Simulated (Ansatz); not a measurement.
# The honeycomb AlP bilayer (AB) under a gate, part 2 of 4

Wanted: Fermi level and gate voltage of the honeycomb AlP bilayer (AB) as it is charged.

Ansatz 0.2.0; plane-wave DFT, PBE-D3(BJ), Ansatz PAW.

So far. Step 2 (Relaxing the slab): The lattice constant a goes from 3.940 to 3.849 Å.

**3. Gated layer, added electrons 0, start network**

The slab is cut off from its images along the normal. A charged sheet stands for each gate, the layer takes the opposite charge, and a barrier ahead of the sheet keeps electrons from leaking to it. The uncharged case sets the zero; a dense mesh is needed because few carriers fill a small part of the zone.

The cell differs from the one that the last finished run ended in (c 38.400 → 37.071 Å).

input.yaml

```yaml
crystal:
  lattice:
    - [3.8486900936, 0.0, 0.0]
    - [-1.9243450468, 3.3330633923, 0.0]
    - [0.0, 0.0, 37.0709155088]
  atoms:
    - { symbol: P, position: [0.6666666667, 0.3333333333, 0.454534229] }
    - { symbol: Al, position: [0.3333333333, 0.6666666667, 0.4720966231] }
    - { symbol: P, position: [0.0, 0.0, 0.545465771] }
    - { symbol: Al, position: [0.6666666667, 0.3333333333, 0.5261669041] }
  periodic: [true, true, false]
  symmetry: { detect: true }
kpoints:
  mp_grid: { grid: [72, 72, 1] }
  band_path:
    path: [[0, 0, 0], [0.5, 0, 0], [0.33333333, 0.33333333, 0], [0, 0, 0]]
    npoints: 16
hamiltonian:
  xc: pbe
  dispersion: d3bj
scf:
  occupations: { method: fermi_dirac, width: 0.02585 }
  convergence: { dr2_threshold: 1.0e-10 }
output:
  forces: true
  eigenvalues: true
  dos: { projected: true, e_range: [-3, 3], de: 0.01 }
  write_potential: true
  write_density: true
  volumetric_format: npy
  elf: true
external_charges:
  - { charge: 0, barrier: 10, axis: 3, height: 23.721, sigma: 0.25 }
```

Started as:

```sh
$ ansatz run input.yaml --threads 4 --pin off --max-ram 16384MiB --backend cpu --events-out ev --progress --plain --runs-dir out
```

Numbers of over 12 decimals in the logs are rounded to 6 here.

Output:

```text
[...]
Crystal: 4 atoms, lattice volume = 475.543 Å³
Basis set: ecut = 420 eV, 9303 PW (Γ), exchange–correlation on 54×54×500 points (8 copies of the dense FFT grid, shifted against one another)
Bands: 12, of which v1, the nominal top of the filled ones, is band 8 counted from 1 (7 counted from 0)
Symmetry: 6 space group operations
[...]
k-points: 469 of 5184 (time reversal used)
[...]
SCF iter   1: F=—  HF=-2588.084100 eV  |F-HF|=—  |Δ(HF+E_count)|=         —  Δρ=8.33e-4  dr2=4.89e-3  ethr=1.77e-3  ⟨swp⟩=15.3  Hψ=78186  notcnv=0
[...]
SCF iter  10: F=-2588.085077 eV  HF=-2588.085077 eV  |F-HF|=4.55e-12  |Δ(HF+E_count)|=   1.90e-9  Δρ=3.82e-8  dr2=1.42e-11  ethr=1.00e-12  ⟨swp⟩=13.9  Hψ=52976  notcnv=0
SCF 1 converged in 10 iterations: F = -2588.085077 eV  dr2 = 1.42e-11
[...]
NSCF: frozen V_eff on 49 k-points
SCF converged after 10 iterations
Free energy (F): -2588.085077 eV
[...]
Internal energy: -2588.085077 eV  (E = F + TS)
E sigma→0 (E₀):  -2588.085077 eV
Fermi energy:    -5.433247 eV
[...]
--- Forces (eV/Å), atoms and charges each counted from 1 ---
  atom   1  P      0.00000000    -0.00000000     0.00030183
  atom   2  Al     0.00000000     0.00000000    -0.00059235
  atom   3  P      0.00000000    -0.00000000    -0.00583115
  atom   4  Al     0.00000000     0.00000000    -0.00313275
  external charge   1     0.00000000     0.00000000     0.00925792
  max |Σ_I F_I| component, the external charges' with the atoms': 3.50e-6 eV/Å
--- Band table (eV; the first three rows and the last of 469) ---
  k-point 0: bands = [... 4 lower, -6.8821, -6.3664, -5.9479, -5.9479, -3.3496, -2.7234, -1.7998, -1.7998]
  k-point 1: bands = [... 4 lower, -6.8860, -6.3633, -5.9621, -5.9499, -3.3369, -2.7130, -1.8056, -1.7934]
  k-point 2: bands = [... 4 lower, -6.8977, -6.3548, -6.0038, -5.9560, -3.3004, -2.6828, -1.8216, -1.7744]
  k-point 468: bands = [... 4 lower, -9.7298, -8.9940, -7.3064, -6.0490, -4.4704, -1.8062, -1.0235, 0.3516]
```

Run time: 1.9 min. Hardware: 4 threads of Arm Neoverse V1, shared host; peak memory 2.9 GiB; 7.6 min of CPU time.

This step gave:

```
gap along the path                                                                  : 0.8919 eV
smallest direct gap along the path                                                  : 1.334 eV
gap, the smaller of path and mesh                                                   : 0.8919 eV
potential beyond the upper barrier and gate, less the barrier, from the Fermi level : 5.814 eV
```

Running mean over a fixed 2.5 Å (it still follows the layers) of the planar mean; beyond a gate it holds the 10 eV model barrier. The electron's electrostatic potential energy less the Fermi level by z:

| z (Å) | electron's electrostatic potential energy less the Fermi level (eV) |
| --- | --- |
| 4 | 5.05 |
| 5 | 5.05 |
| 6 | 5.05 |
| 7 | 5.05 |
| 8 | 5.05 |
| 9 | 5.05 |
| 10 | 5.05 |
| 11 | 5.05 |
| 12 | 5.05 |
| 13 | 5.05 |
| 14 | 4.99 |
| 15 | 4.06 |
| 16 | -1.34 |
| 17 | -4.94 |
| 18 | -4.66 |
| 19 | -4.19 |
| 20 | -4.40 |
| 21 | -0.874 |
| 22 | 4.64 |
| 23 | 7.90 |
| 24 | 11.9 |
| 25 | 15.4 |
| 26 | 15.8 |
| 27 | 15.8 |
| 28 | 15.8 |
| 29 | 15.8 |
| 30 | 15.8 |
| 31 | 15.8 |
| 32 | 15.8 |
| 33 | 15.8 |

The density of states has structure finer than the step of the table below, so its rows give means over 0.1 eV, whole bins alone (the curve runs from -3 to 2.41 eV). Peaks (eV: height): -2.86: 5.35, -2.64: 5.83, -2.02: 3.67, -0.80: 4.02, -0.62: 10.1, -0.59: 9.36, 1.13: 3.44.

Table of density of states by energy, zero at the Fermi level of the run, which the smearing sets inside the gap; means over each step:

| energy (eV) | density of states (states/eV a cell) |
| --- | --- |
| -2.9 | 2.94 |
| -2.8 | 3.03 |
| -2.7 | 3.77 |
| -2.6 | 4.56 |
| -2.5 | 2.96 |
| -2.4 | 3.07 |
| -2.3 | 2.39 |
| -2.2 | 2.28 |
| -2.1 | 2.76 |
| -2.0 | 3.24 |
| -1.9 | 2.39 |
| -1.8 | 1.73 |
| -1.7 | 1.75 |
| -1.6 | 1.84 |
| -1.5 | 2.19 |
| -1.4 | 1.47 |
| -1.3 | 1.17 |
| -1.2 | 1.02 |
| -1.1 | 0.921 |
| -1.0 | 1.34 |
| -0.9 | 2.34 |
| -0.8 | 3.44 |
| -0.7 | 4.78 |
| -0.6 | 8.02 |
| -0.5 | 4.29 |
| -0.4 | 0 |
| -0.3 | 0 |
| -0.2 | 0 |
| -0.1 | 0 |
| 0.0 | 0 |
| 0.1 | 0 |
| 0.2 | 0 |
| 0.3 | 0 |
| 0.4 | 0.200 |
| 0.5 | 0.657 |
| 0.6 | 0.665 |
| 0.7 | 0.692 |
| 0.8 | 0.738 |
| 0.9 | 0.809 |
| 1.0 | 1.48 |
| 1.1 | 2.38 |
| 1.2 | 1.78 |
| 1.3 | 1.29 |
| 1.4 | 1.09 |
| 1.5 | 0.962 |
| 1.6 | 0.873 |
| 1.7 | 0.807 |
| 1.8 | 0.754 |
| 1.9 | 0.708 |
| 2.0 | 0.664 |
| 2.1 | 0.687 |
| 2.2 | 0.713 |
| 2.3 | 0.959 |

Projected DOS per atom over height of the atomic layer and energy from the Fermi level. Layers: P Al Al P from below.

Ten even steps from '0' (0.00 states/eV) to '9' (3.71 states/eV), each cell a mean:
```
0100
0000
0000
0100
0100
0201
0000
0000
0000
0000
0000
1003
3009
1003
0001
1002
1001
2011
3011
3011
4122
2112
```
Columns: height of the atomic layer (Å) from 16.9 to 20.2 (not evenly spaced); rows upwards: energy from the Fermi level (eV) from -2.98 to 2.37.

The electronic bands at the labelled points (eV, zero at the Fermi level of the run, which the smearing sets inside the gap):

| point | band 5 | band 6 | band 7 | band 8 | band 9 | band 10 | band 11 | band 12 |
| --- | --- | --- | --- | --- | --- | --- | --- | --- |
| Γ | -1.45 | -0.93 | -0.51 | -0.51 | 2.08 | 2.71 | 3.63 | 3.63 |
| halfway | -2.64 | -2.22 | -1.04 | -0.62 | 1.48 | 2.94 | 3.64 | 4.82 |
| M | -2.73 | -2.33 | -1.47 | -1.03 | 0.42 | 2.34 | 3.15 | 4.14 |
| halfway | -3.71 | -2.73 | -2.03 | -0.77 | 1.11 | 3.34 | 3.70 | 4.39 |
| K | -4.30 | -3.56 | -1.87 | -0.62 | 0.96 | 3.63 | 4.41 | 5.78 |
| halfway | -3.06 | -2.37 | -1.78 | -0.52 | 2.02 | 3.58 | 3.94 | 4.18 |
| Γ | -1.45 | -0.93 | -0.51 | -0.51 | 2.08 | 2.71 | 3.63 | 3.63 |

The electronic bands as a text plot (rows in eV, shown from -6.3 to 3.6 only):

```
    3.4 |++++  ++   ++++++     +++ +++++++++++++++++++ ++++++++++
    3.0 |  ++++  +++      +++++   +                         +++
    2.6 |++ +       +++++      +++                        +++  ++
    2.2 |+++ +++         ++++++                     ++++++   ++++
    1.8 |       +++                              +++
    1.4 |          ++                        ++++
    1.0 |            +++        +++++++++++++
    0.5 |               ++++++++
    0.1 |
   -0.3 |                                       ****
   -0.7 |*******************     ***************    *************
   -1.1 |** *    *******    *****                      ***  *  **
   -1.5 |******         ********                      *  ********
   -1.9 |  **  ****             ***************    *** ** ** **
   -2.3 |    **  *******  ********             ********  *  *
   -2.8 |      *   *************  ***          **     *** **
   -3.2 |       *               **   **     ***  *****   *
   -3.6 |        **               **   *****   **      **
   -4.0 |          *                ***     ***       *
   -4.4 | **************               *****       *************
   -4.8 |*          *   **                      ******          *
   -5.2 |            *    ********************** **
   -5.6 |             ***                      **
   -6.1 |                **********************
         Γ                   M           K                      Γ
```

Electrostatic potential energy in the ca plane at fractional y = 0.333, with atoms of P and Al within 0.2 Å of it. With pseudopotentials it is smooth inside the atoms' cores, unlike the true potential.

Ten even steps from '0' (-29 eV) to '9' (10 eV), each cell a mean:
```
77777777777777777766444566544456677777778999
77777777777777777663000355411125677777778999
77777777777777777651000145224313667777778999
77777777777777777650000145224313667777778999
77777777777777777653000355311124667777778999
77777777777777777765434566543346677777778999
77777777777777777766655556665556677777778999
77777777777777777776655455666555667777778999
77777777777777777776655455666555667777778999
77777777777777777766655556666556677777778999
```
Columns run along c (16.0 Å, from fractional 0.25 to 0.68 of the cell; values clipped at the 3rd and 97th percentile), rows up along a (3.8 Å). Atoms in or near the plane, at fractional coordinates: P at (0.45, 0.67), Al at (0.53, 0.67).

ELF in the ca plane at fractional y = 0.333, with atoms of P and Al within 0.2 Å of it. It is the smooth field of the valence electrons, not physical close to the nuclei.

Ten even steps from '0' (0.00) to '9' (0.90), each cell a mean:
```
00000000000000013578999864457887532000000000
00000000000000136899867876422355310000000000
00000000000000247999302777501012200000000000
00000000000000247999301787501002100000000000
00000000000000136899857876421244310000000000
00000000000000014689999864456887531000000000
00000000000000001246788753357887653100000000
00000000000000000012344332346777765310000000
00000000000000000001233322346777765310000000
00000000000000000235677643357887754210000000
```
Columns run along c (16.0 Å, from fractional 0.25 to 0.68 of the cell), rows up along a (3.8 Å). Atoms in or near the plane, at fractional coordinates: P at (0.45, 0.67), Al at (0.53, 0.67).

Valence density in the ca plane at fractional y = 0.333, with atoms of P and Al within 0.2 Å of it. It is the smooth field of the valence electrons, not physical close to the nuclei.

Values in e/Å³, 6 rows by 16 columns, each cell a mean:
```
0.00 0.00 0.00 0.00 0.00 0.01 0.09 0.49 0.43 0.17 0.22 0.17 0.03 0.00 0.00 0.00
0.00 0.00 0.00 0.00 0.00 0.01 0.19 0.45 0.52 0.22 0.09 0.11 0.02 0.00 0.00 0.00
0.00 0.00 0.00 0.00 0.00 0.01 0.17 0.54 0.54 0.21 0.12 0.12 0.02 0.00 0.00 0.00
0.00 0.00 0.00 0.00 0.00 0.00 0.07 0.36 0.33 0.15 0.25 0.19 0.03 0.00 0.00 0.00
0.00 0.00 0.00 0.00 0.00 0.00 0.02 0.12 0.16 0.11 0.23 0.24 0.05 0.00 0.00 0.00
0.00 0.00 0.00 0.00 0.00 0.00 0.03 0.15 0.19 0.12 0.24 0.23 0.05 0.00 0.00 0.00
```
Columns run along c (16.0 Å, from fractional 0.25 to 0.68 of the cell), rows up along a (3.8 Å). Atoms in or near the plane, at fractional coordinates: P at (0.45, 0.67), Al at (0.53, 0.67).

The gap, the smaller of path and mesh, is 0.892 eV.

**4. Gated layer, added electrons 1×10¹³ per cm²**

input.yaml, as its differences from that of step 3:

```diff
@@ -12,2 +12,3 @@
   symmetry: { detect: true }
+total_charge: -0.012828
 kpoints:
@@ -26,3 +27,2 @@
   eigenvalues: true
-  dos: { projected: true, e_range: [-3, 3], de: 0.01 }
   write_potential: true
@@ -30,4 +30,4 @@
   volumetric_format: npy
-  elf: true
 external_charges:
   - { charge: 0, barrier: 10, axis: 3, height: 23.721, sigma: 0.25 }
+  - { charge: 0.012828, axis: 3, height: 25.221, sigma: 0.5 }
```

Output:

```text
[...]
Crystal: 4 atoms, lattice volume = 475.543 Å³
Basis set: ecut = 420 eV, 9303 PW (Γ), exchange–correlation on 54×54×500 points (8 copies of the dense FFT grid, shifted against one another)
Bands: 13, of which v1, the nominal top of the filled ones, is band 8 counted from 1 (7 counted from 0)
Symmetry: 6 space group operations
[...]
k-points: 469 of 5184 (time reversal used)
[...]
SCF iter   1: F=—  HF=-2588.990861 eV  |F-HF|=—  |Δ(HF+E_count)|=         —  Δρ=1.90e-2  dr2=3.03e0  ethr=3.10e-3  ⟨swp⟩=16.4  Hψ=84861  notcnv=0
[...]
SCF iter  12: F=-2588.150507 eV  HF=-2588.150507 eV  |F-HF|=3.71e-10  |Δ(HF+E_count)|=   1.91e-9  Δρ=6.24e-8  dr2=1.53e-11  ethr=1.00e-12  ⟨swp⟩=23.2  Hψ=72128  notcnv=0
SCF 1 converged in 12 iterations: F = -2588.150507 eV  dr2 = 1.53e-11
[...]
WARN: The output density's exchange-correlation potential varies sharply where the density is thin. Do not read a vacuum level from v_tot or v_xc, or from such a field of the output density. On a cell that repeats whose density bears no net charge and no dipole along the vacuum's axis use v_es (v_loc + v_h of the components); under efield.dipole_correction with no amplitude use v_es + v_field, which holds any externa [...]
SCF converged after 12 iterations
Free energy (F): -2588.150507 eV
[...]
Internal energy: -2588.149751 eV  (E = F + TS)
E sigma→0 (E₀):  -2588.150129 eV
Entropy (-TS):   -0.000756 eV (-0.189 meV/atom)
Fermi energy:    -4.663934 eV
[...]
--- Forces (eV/Å), atoms and charges each counted from 1 ---
  atom   1  P      0.00000000    -0.00000000     0.01858216
  atom   2  Al     0.00000000     0.00000000    -0.00212643
  atom   3  P      0.00000000    -0.00000000    -0.00472569
  atom   4  Al     0.00000000     0.00000000    -0.02091142
  external charge   1     0.00000000     0.00000000     0.01034163
  external charge   2     0.00000000     0.00000000    -0.00116012
  max |Σ_I F_I| component, the external charges' with the atoms': 1.21e-7 eV/Å
--- Band table (eV; the first three rows and the last of 469) ---
  k-point 0: bands = [... 4 lower, -6.5284, -6.0352, -5.6042, -5.6042, -3.0004, -2.3847, -1.4478, -1.4478, ... 1 higher]
  k-point 1: bands = [... 4 lower, -6.5323, -6.0320, -5.6183, -5.6062, -2.9878, -2.3741, -1.4537, -1.4415, ... 1 higher]
  k-point 2: bands = [... 4 lower, -6.5440, -6.0235, -5.6601, -5.6122, -2.9513, -2.3437, -1.4699, -1.4225, ... 1 higher]
  k-point 468: bands = [... 4 lower, -9.3766, -8.6496, -6.9591, -5.7163, -4.1233, -1.4699, -0.6813, 0.7034, ... 1 higher]
```

Run time: 2.3 min. Hardware: 4 threads; peak memory 3 GiB.

This step gave:

```yaml
energy_at_zero_smearing: -2588.1501 eV
potential_beyond_the_upper_barrier_and_gate_less_the_barrier_from_the_fermi_level: 4.697 eV
```

The electronic bands at the labelled points (eV, zero at the Fermi level):

| point | band 5 | band 6 | band 7 | band 8 | band 9 | band 10 | band 11 | band 12 |
| --- | --- | --- | --- | --- | --- | --- | --- | --- |
| Γ | -1.86 | -1.37 | -0.94 | -0.94 | 1.66 | 2.28 | 3.22 | 3.22 |
| halfway | -3.07 | -2.63 | -1.46 | -1.05 | 1.06 | 2.52 | 3.22 | 4.38 |
| M | -3.15 | -2.75 | -1.90 | -1.46 | 0.00 | 1.92 | 2.72 | 3.71 |
| halfway | -4.13 | -3.15 | -2.45 | -1.20 | 0.68 | 2.92 | 3.27 | 3.96 |
| K | -4.71 | -3.99 | -2.30 | -1.05 | 0.54 | 3.19 | 3.98 | 5.37 |
| halfway | -3.48 | -2.80 | -2.20 | -0.96 | 1.60 | 3.16 | 3.53 | 3.76 |
| Γ | -1.86 | -1.37 | -0.94 | -0.94 | 1.66 | 2.28 | 3.22 | 3.22 |

Against the uncharged case this takes +1.12 V.

**5. Gated layer, added electrons 3×10¹³ per cm²**

input.yaml, as its differences from that of step 4:

```diff
@@ -12,3 +12,3 @@
   symmetry: { detect: true }
-total_charge: -0.012828
+total_charge: -0.038484
 kpoints:
@@ -32,2 +32,2 @@
   - { charge: 0, barrier: 10, axis: 3, height: 23.721, sigma: 0.25 }
-  - { charge: 0.012828, axis: 3, height: 25.221, sigma: 0.5 }
+  - { charge: 0.038484, axis: 3, height: 25.221, sigma: 0.5 }
```

Output:

```text
[...]
Crystal: 4 atoms, lattice volume = 475.543 Å³
Basis set: ecut = 420 eV, 9303 PW (Γ), exchange–correlation on 54×54×500 points (8 copies of the dense FFT grid, shifted against one another)
Bands: 13, of which v1, the nominal top of the filled ones, is band 8 counted from 1 (7 counted from 0)
Symmetry: 6 space group operations
[...]
k-points: 469 of 5184 (time reversal used)
[...]
--- Band table (eV; the first three rows and the last of 469) ---
  k-point 0: bands = [... 4 lower, -5.8271, -5.3794, -4.9224, -4.9224, -2.3090, -1.7141, -0.7499, -0.7499, ... 1 higher]
  k-point 1: bands = [... 4 lower, -5.8310, -5.3761, -4.9366, -4.9244, -2.2965, -1.7034, -0.7559, -0.7435, ... 1 higher]
  k-point 2: bands = [... 4 lower, -5.8428, -5.3674, -4.9783, -4.9303, -2.2603, -1.6725, -0.7725, -0.7245, ... 1 higher]
  k-point 468: bands = [... 4 lower, -8.6763, -7.9665, -6.2705, -5.0569, -3.4348, -0.8039, -0.0034, 1.4009, ... 1 higher]
[key lines of the parts left out:]
SCF converged after 12 iterations
Free energy (F): -2588.255171 eV
Fermi energy:    -3.923269 eV
```

Wall time 2.2 min (4 threads); peak memory 3 GiB.

Electronic bands along the path, in eV, zero at the Fermi level:

| point | band 5 | band 6 | band 7 | band 8 | band 9 | band 10 | band 11 | band 12 |
| --- | --- | --- | --- | --- | --- | --- | --- | --- |
| Γ | -1.90 | -1.46 | -1.00 | -1.00 | 1.61 | 2.21 | 3.17 | 3.17 |
| halfway | -3.13 | -2.67 | -1.52 | -1.14 | 1.01 | 2.47 | 3.15 | 4.31 |
| M | -3.19 | -2.81 | -1.95 | -1.53 | -0.06 | 1.86 | 2.65 | 3.64 |
| halfway | -4.17 | -3.21 | -2.51 | -1.28 | 0.63 | 2.87 | 3.20 | 3.89 |
| K | -4.75 | -4.04 | -2.35 | -1.13 | 0.49 | 3.12 | 3.92 | 5.32 |
| halfway | -3.54 | -2.85 | -2.26 | -1.04 | 1.55 | 3.10 | 3.48 | 3.70 |
| Γ | -1.90 | -1.46 | -1.00 | -1.00 | 1.61 | 2.21 | 3.17 | 3.17 |

Against the uncharged case this takes +2.55 V.

**6. Gated layer, added electrons 6×10¹³ per cm²**

input.yaml, as its differences from that of step 5:

```diff
@@ -12,3 +12,3 @@
   symmetry: { detect: true }
-total_charge: -0.038484
+total_charge: -0.076968
 kpoints:
@@ -32,2 +32,2 @@
   - { charge: 0, barrier: 10, axis: 3, height: 23.721, sigma: 0.25 }
-  - { charge: 0.038484, axis: 3, height: 25.221, sigma: 0.5 }
+  - { charge: 0.076968, axis: 3, height: 25.221, sigma: 0.5 }
```

Output:

```text
[...]
Crystal: 4 atoms, lattice volume = 475.543 Å³
Basis set: ecut = 420 eV, 9303 PW (Γ), exchange–correlation on 54×54×500 points (8 copies of the dense FFT grid, shifted against one another)
Bands: 13, of which v1, the nominal top of the filled ones, is band 8 counted from 1 (7 counted from 0)
Symmetry: 6 space group operations
[...]
k-points: 469 of 5184 (time reversal used)
[...]
--- Band table (eV; the first three rows and the last of 469) ---
  k-point 0: bands = [... 4 lower, -4.7923, -4.4142, -3.9159, -3.9159, -1.2924, -0.7284, 0.2803, 0.2803, ... 1 higher]
  k-point 1: bands = [... 4 lower, -4.7963, -4.4107, -3.9301, -3.9179, -1.2800, -0.7174, 0.2741, 0.2867, ... 1 higher]
  k-point 2: bands = [... 4 lower, -4.8081, -4.4017, -3.9719, -3.9238, -1.2444, -0.6858, 0.2568, 0.3057, ... 1 higher]
  k-point 468: bands = [... 4 lower, -7.6430, -6.9579, -5.2538, -4.0843, -2.4183, 0.1768, 0.9947, 2.4299, ... 1 higher]
[key lines of the parts left out:]
SCF converged after 12 iterations
Free energy (F): -2588.349164 eV
Fermi energy:    -2.846057 eV
```

Elapsed: 2.2 min, on 4 threads; peak memory 3 GiB.

Electronic bands along the path, in eV, zero at the Fermi level:

| point | band 5 | band 6 | band 7 | band 8 | band 9 | band 10 | band 11 | band 12 |
| --- | --- | --- | --- | --- | --- | --- | --- | --- |
| Γ | -1.95 | -1.57 | -1.07 | -1.07 | 1.55 | 2.12 | 3.13 | 3.13 |
| halfway | -3.21 | -2.72 | -1.59 | -1.24 | 0.96 | 2.40 | 3.07 | 4.21 |
| M | -3.23 | -2.87 | -2.02 | -1.62 | -0.12 | 1.80 | 2.56 | 3.55 |
| halfway | -4.22 | -3.28 | -2.57 | -1.38 | 0.56 | 2.81 | 3.12 | 3.80 |
| K | -4.80 | -4.11 | -2.41 | -1.24 | 0.43 | 3.02 | 3.84 | 5.28 |
| halfway | -3.60 | -2.91 | -2.33 | -1.14 | 1.49 | 3.03 | 3.43 | 3.63 |
| Γ | -1.95 | -1.57 | -1.07 | -1.07 | 1.55 | 2.12 | 3.13 | 3.13 |

Against the uncharged case this takes +4.65 V.

(Continued in part 3 of 4.)

[Logs are printed without paths, hosts, clocks, repeated set-up lines and the standing remarks that a program may print on its own settings, such as how far it seeks lower states.]

[Hosts, paths, dates, database ids (printed as entryN), source tags and the programs' standing remarks are cut or masked in the printed files.]

[Maps of the electrostatic potential energy from Ansatz leave out the sawtooth potential of an applied field or a dipole correction, so their vacuum need not be flat; planar profiles and work functions include it.]

[The density of states shown here was stored with 400 of the rows of the run's finer table, so its peaks can read low, often by over a quarter, or be missed, and its means over a window can be off by a tenth or more.]
